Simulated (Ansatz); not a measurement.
# CoO (Fm-3m) in Ansatz: further runs, part 2 of 2

Ansatz 0.2.0.

### Step 4. Band structure, PBE, collinear spin, ferromagnetic start

input.yaml

```yaml
crystal:
  lattice:
    - [0.0, 2.1315, 2.1315]
    - [2.1315, 0.0, 2.1315]
    - [2.1315, 2.1315, 0.0]
  atoms:
    - { symbol: Co, position: [0.0, 0.0, 0.0], spin: 2.0 }
    - { symbol: O, position: [0.5, 0.5, 0.5] }
kpoints:
  mp_grid: { grid: [11, 11, 11] }
  band_path:
    path:
      - [0.0, 0.0, 0.0]
      - [0.5, 0.0, 0.5]
      - [0.5, 0.25, 0.75]
      - [0.375, 0.375, 0.75]
      - [0.0, 0.0, 0.0]
      - [0.5, 0.5, 0.5]
      - [0.625, 0.25, 0.625]
      - [0.5, 0.25, 0.75]
    npoints: 12
scf:
  occupations: { method: fermi_dirac, width: 0.05 }
hamiltonian:
  xc: pbe
  pseudopotentials: { kind: all_electron, lapw: { basis_error: 0.001 } }
magnetization:
  spin_polarized: true
output:
  forces: true
  stress: true
  eigenvalues: true
```

Potentials or basis: all-electron LAPW, scalar-relativistic.

Started as:

```console
$ ansatz run input.yaml --threads 2 --pin off --max-ram 6144MiB --backend cpu --events-out ev --progress --plain --runs-dir out
```

Output:

```text
Warning: RAYON_NUM_THREADS=2 ignored (pool sized by the plan → 2); use --threads N
LAPW: plane waves up to 9.717 Å⁻¹, error target 1.0e-3 eV per atom; small_component_spin mean_spin; O in spheres of 0.967 Å, 8 of its electrons in bands, Dirac shells []; Co in spheres of 1.165 Å, 17 of its electrons in bands, Dirac shells [] (how accurate: hamiltonian.pseudopotentials.lapw.basis_error, Limitations)
Engine: ansatz 0.2.0, aarch64-unknown-linux-gnu
Pseudopotentials: kind: all_electron
Pseudopotential: Co, LAPW, valence charge 17, lapw/all_electron/scalar/gaussian/Co, Koelling and Harmon's equation, gaussian nucleus
Pseudopotential: O, LAPW, valence charge 8, lapw/all_electron/scalar/gaussian/O, Koelling and Harmon's equation, gaussian nucleus
Functional definition: PBE
  parameter kappa = 0.804
  parameter beta = 0.06672455060314922
  exchange = pbe_x(kappa = kappa, mu = beta*pi^2/3)
  correlation = pbe_c(beta = beta)
Crystal: 2 atoms, lattice volume = 19.368 Å³
Basis set: ecut = 359.7176942531124 eV, 307 PW (Γ), exchange–correlation at level 2
Bands: 18, of which v1, the nominal top of the filled ones, is band 13 counted from 1 (12 counted from 0)
Symmetry: 48 space group operations
Space group: Fm-3m (ITA 225), of the structure as read, at distance tolerance 2.7e-5 Å
Magnetic group: BNS 225.116 (UNI 1618), of the structure as read, at distance tolerance 2.7e-5 Å
k-points: 56 of 1331
Non-local potential: Co, projectors of the file, none
Non-local potential: O, projectors of the file, none
Initial density: superposition of atomic densities (chi_scale 0.1, normalization cell, long waves kept (reshape's long-wave potential 0.00 eV rms))
Starting moments: Σ|m| = 2 μB on 1 of 2 sites
Initial wavefunctions: plane waves of lowest kinetic energy (no species holds an atomic orbital)
Functional: x = pbe(κ = 0.804, μ = 0.2195149727645171), c = pbe(β = 0.06672455060314922)
iter 1 solved again at ethr=6.58e-3 eV; its pass at ethr=1.00e-1 eV (dr2=1.64e0 eV) is discarded
SCF iter   1: F=—  HF=-39965.334297 eV  |F-HF|=—  |Δ(HF+E_count)|=         —  Δρ=6.12e-2 (↑5.65e-2 ↓6.12e-2)  dr2=1.64e0  dr2_m=2.71e-1  M=3.000 μB ∫|m|=3.002 μB  β_m=0.30  ethr=6.58e-3  ⟨swp⟩=2.0  Hψ=13188  notcnv=0
Mixer restart at iter 1: flushing history
preconditioner: auto → none  [metal: Δε(μ)=0.008 eV  Ē_g=14.098 eV  σ=0.050 eV  W_gap=0.04  n_scr=8 (ndim 8)  ℏωp=32.7 eV  f_vac=0.000  D(μ)=4.29/eV (n_scr^D=64)  sad-step TF]
SCF iter   2: F=—  HF=-39964.523065 eV  |F-HF|=—  |Δ(HF+E_count)|=   8.11e-1  Δρ=3.47e-2 (↑3.47e-2 ↓3.04e-2)  dr2=3.61e-1  dr2_m=1.17e-1  M=2.993 μB ∫|m|=2.995 μB  β_m=0.46  ethr=6.57e-3  ⟨swp⟩=2.0  Hψ=5936  notcnv=0
SCF iter   3: F=—  HF=-39964.571006 eV  |F-HF|=—  |Δ(HF+E_count)|=   4.79e-2  Δρ=2.02e-2 (↑1.82e-2 ↓2.02e-2)  dr2=2.60e-1  dr2_m=1.65e-2  M=3.000 μB ∫|m|=3.008 μB  β_m=0.48  ethr=1.44e-3  ⟨swp⟩=2.0  Hψ=6048  notcnv=0
iter 4 solved again at ethr=1.74e-5 eV; its pass at ethr=1.04e-3 eV (dr2=4.36e-3 eV) is discarded
SCF iter   4: F=—  HF=-39964.505745 eV  |F-HF|=—  |Δ(HF+E_count)|=         —  Δρ=6.36e-3 (↑3.56e-3 ↓6.36e-3)  dr2=4.36e-3  dr2_m=3.11e-3  M=2.911 μB ∫|m|=2.923 μB  β_m=0.48  ethr=1.74e-5  ⟨swp⟩=2.0  Hψ=9879  notcnv=0
Mixer restart at iter 4: flushing history
the basis was enlarged: its passes take 1.4 MiB over the memory plan, 2 of 2 planned eigensolver slots
SCF iter   5: F=—  HF=-39964.513153 eV  |F-HF|=—  |Δ(HF+E_count)|=   7.41e-3  Δρ=3.90e-3 (↑3.90e-3 ↓2.99e-3)  dr2=1.09e-2  dr2_m=1.82e-4  M=2.964 μB ∫|m|=2.977 μB  β_m=0.42  ethr=1.74e-5  ⟨swp⟩=3.0  Hψ=6658  notcnv=0
SCF iter   6: F=—  HF=-39964.505515 eV  |F-HF|=—  |Δ(HF+E_count)|=   7.64e-3  Δρ=1.69e-3 (↑1.69e-3 ↓1.69e-3)  dr2=4.25e-4  dr2_m=3.72e-4  M=2.932 μB ∫|m|=2.946 μB  β_m=0.58  ethr=1.74e-5  ⟨swp⟩=2.7  Hψ=5696  notcnv=0
SCF iter   7: F=—  HF=-39964.507207 eV  |F-HF|=—  |Δ(HF+E_count)|=   1.69e-3  Δρ=6.04e-4 (↑5.24e-4 ↓6.04e-4)  dr2=4.21e-5  dr2_m=4.43e-5  M=2.928 μB ∫|m|=2.943 μB  β_m=0.70  ethr=1.70e-6  ⟨swp⟩=2.5  Hψ=5625  notcnv=0
SCF iter   8: F=—  HF=-39964.507307 eV  |F-HF|=—  |Δ(HF+E_count)|=   1.00e-4  Δρ=2.65e-4 (↑1.71e-4 ↓2.65e-4)  dr2=1.40e-5  dr2_m=5.31e-6  M=2.925 μB ∫|m|=2.940 μB  β_m=0.65  ethr=1.69e-7  ⟨swp⟩=2.7  Hψ=5639  notcnv=0
SCF iter   9: F=—  HF=-39964.507306 eV  |F-HF|=—  |Δ(HF+E_count)|=   1.29e-6  Δρ=1.52e-5 (↑1.52e-5 ↓1.15e-5)  dr2=6.53e-8  dr2_m=5.53e-9  M=2.925 μB ∫|m|=2.940 μB  β_m=0.68  ethr=5.58e-8  ⟨swp⟩=2.8  Hψ=5715  notcnv=0
SCF iter  10: F=—  HF=-39964.507306 eV  |F-HF|=—  |Δ(HF+E_count)|=   3.11e-7  Δρ=6.90e-6 (↑6.33e-6 ↓6.90e-6)  dr2=4.65e-9  dr2_m=6.66e-9  M=2.926 μB ∫|m|=2.941 μB  β_m=0.84  ethr=2.61e-10  ⟨swp⟩=3.0  Hψ=6071  notcnv=0
SCF iter  11: F=-39964.507306 eV  HF=-39964.507306 eV  |F-HF|=1.22e-8  |Δ(HF+E_count)|=   1.37e-8  Δρ=2.66e-6 (↑2.40e-6 ↓2.66e-6)  dr2=3.42e-9  dr2_m=4.06e-10  M=2.926 μB ∫|m|=2.941 μB  ethr=1.86e-11  ⟨swp⟩=2.7  Hψ=5646  notcnv=0
SCF 1 converged in 11 iterations: F = -39964.507306 eV  dr2 = 3.42e-9
NSCF: frozen V_eff on 85 k-points
SCF converged after 11 iterations
Magnetization: 2.9255 μB (13.9628 up, 11.0372 down)
Absolute magnetization: 2.9406 μB (∫|ρ↑−ρ↓|)
Spin contamination: 0.0080 ħ² per cell (⟨S²⟩ above its minimum at these occupations)
Per-site moments (μB) at R_I (Å): [(2.5896746951915475, 1.1645143403757252), (0.3169911648886812, 0.9669856278624493)]
Free energy (F): -39964.507306 eV
Harris-Foulkes:  -39964.507306 eV  (|F-HF|=1.22e-8)
Internal energy: -39964.473224 eV  (E = F + TS)
E sigma→0 (E₀):  -39964.490265 eV
Entropy (-TS):   -0.034082 eV (-17.041 meV/atom)
Fermi energy:    14.085513 eV
--- Per-component energies (eV) ---
  E_band       = -1285.434977
  E_kinetic    = 40524.408543
  E_xc         = -1857.513014
  E_electrostatic = -78631.368753  (all electrons and nuclei)
  E_smearing   = -0.034082  (= −TS)
  E_closure    = 0.000000  (closes the sum)
  E_atoms      = -39950.192766  (free atoms, spherical and without spin; not in F)
  Σ components = -39964.507306   (vs F -39964.507306, Δ=0.00e0)
  Basis errors (estimates in eV, not in F): energy 3.7e-4 per atom: plane waves 3.3e-4 (1.8e-4 summed), levels above the bands 1.0e-136, relativity 4.6e-8, radial functions 3.9e-5, core shells 7.0e-9; eigenvalues (radial functions only) 1.3e-5; not estimated: angular momenta, meshes, grids; target (lapw.basis_error) 1.0e-3; muffin-tin radii O 0.967 Å, Co 1.165 Å
--- Forces (eV/Å), atoms counted from 1 ---
  atom   1  Co    -0.00000000    -0.00000000     0.00000000
  atom   2  O      0.00000000    -0.00000000    -0.00000000
  max |Σ_I F_I| component: 1.64e-30 eV/Å
--- Stress (GPa, compression-positive) ---
       -1.923737       0.000000       0.000000
        0.000000      -1.923737      -0.000000
        0.000000      -0.000000      -1.923737
  P = ⅓ Tr σ = -1.9237 GPa (-19.237 kbar)
--- Band table (eV; the first three rows and the last of 112) ---
  k-point 0 ↑: bands = ["-492.6250", "-82.7974", "-46.0522", "-46.0522", "-46.0522", "-6.1256", "10.7895", "10.7895", "10.9363", "10.9363", "10.9363", "11.0173", "11.0173", "11.0173", "14.9999", "30.8184", "32.0872", "32.0872"]
  k-point 1 ↑: bands = ["-492.6250", "-82.7971", "-46.0551", "-46.0526", "-46.0526", "-6.0403", "10.0441", "10.0441", "10.0675", "11.0458", "11.0458", "11.3518", "11.7416", "11.7416", "15.5843", "29.1870", "31.7923", "31.7923"]
  k-point 2 ↑: bands = ["-492.6250", "-82.7964", "-46.0630", "-46.0537", "-46.0537", "-5.8026", "8.7981", "9.3120", "9.3120", "11.1980", "11.1980", "11.5629", "12.5648", "12.5648", "16.7848", "27.0061", "30.6917", "30.6917"]
  k-point 55 ↓: bands = ["-492.3560", "-79.7199", "-43.0822", "-43.0801", "-43.0685", "-4.2115", "8.3490", "8.4091", "9.2312", "13.5703", "13.8217", "14.2232", "15.0878", "15.8038", "22.9873", "24.3441", "24.4480", "27.7184"]
```

bands.tsv:

```text
[... 98 lines left out ...]
6.995316	-506.710496	-96.878272	-60.161602	-60.161602	-60.151968	-18.861400	-6.164890	-6.164890	-6.067326	-2.571748	-2.282777	-2.282777	-2.060896	-1.381370	8.000797	9.932079	9.932079	12.621246	-506.441521	-93.805405	-57.166422	-57.166422	-57.155025	-18.290655	-5.619124	-5.619124	-5.024463	-0.383054	-0.383054	0.133849	0.949914	1.675511	8.914173	10.450442	10.450442	13.248381
```

It took 15 s on 2 threads of Arm Neoverse V2, shared host; peak memory 0.43 GiB.

Results:

```
Free energy             : -39964.5073 eV
Pressure                : -1.9 GPa
Band gap along the path : none (metal or under the smearing width)
Net moment              : 2.93 μB per cell
Absolute moment         : 2.94 μB per cell
Site moments            : Co +2.59; O +0.32 μB
```

Levels at the corners of the path, in eV from the Fermi level:
Spin up:
```csv
point,band 12,band 13,band 14,band 15,band 16,band 17
Γ,-3.07,-3.07,-3.07,0.91,16.73,18.00
X,-2.45,-2.06,-2.06,5.77,9.74,11.60
W,-2.28,-2.06,-1.38,8.00,9.93,9.93
K,-2.07,-1.93,-1.32,7.34,9.62,9.73
Γ,-3.07,-3.07,-3.07,0.91,16.73,18.00
L,-1.80,0.08,0.08,4.99,9.26,13.34
U,-2.07,-1.93,-1.32,7.34,9.62,9.73
W,-2.28,-2.06,-1.38,8.00,9.93,9.93
```
Spin down:
```
point  band 9  band 10  band 11  band 12  band 13  band 14
    Γ   -2.60    -1.10    -1.10    -1.10     0.13     0.13
    X   -3.85    -2.23     0.13     0.13     0.60     1.05
    W   -5.02    -0.38    -0.38     0.13     0.95     1.68
    K   -4.30    -1.01    -0.02     0.15     1.19     1.66
    Γ   -2.60    -1.10    -1.10    -1.10     0.13     0.13
    L   -4.63    -0.12    -0.12     0.18     2.75     2.75
    U   -4.30    -1.01    -0.02     0.15     1.19     1.66
    W   -5.02    -0.38    -0.38     0.13     0.95     1.68
```

Caveat: a cell with one magnetic atom can't hold antiferromagnetic order, which such compounds often take; semilocal functionals often make such compounds metallic where correlation or magnetic order opens a gap, which also shifts bond lengths.

### Step 5. Overview

```csv
level,cutoff (eV),pressure (GPa),moment (μB)
PBEsol,360,-10.8,2.96
LDA,359,-19.3,2.88
PBE,360,-1.9,2.93
```

Alike in all rows: task band structure; potentials or basis all-electron LAPW, scalar-relativistic; spin collinear, ferromagnetic start; cell as given; k mesh 11 × 11 × 11; smearing fermi-dirac 0.05 eV; basis error allowed 0.001 eV/atom.

The pressure there spans -19.3 GPa (LDA) to -1.9 GPa (PBE); a positive pressure means that this level wants a larger cell, a negative one a smaller.

Caveats: a cell with one magnetic atom can't hold antiferromagnetic order, which such compounds often take; semilocal functionals often make such compounds metallic where correlation or magnetic order opens a gap, which also shifts bond lengths.

Compare energies only between runs with the same functional and basis.
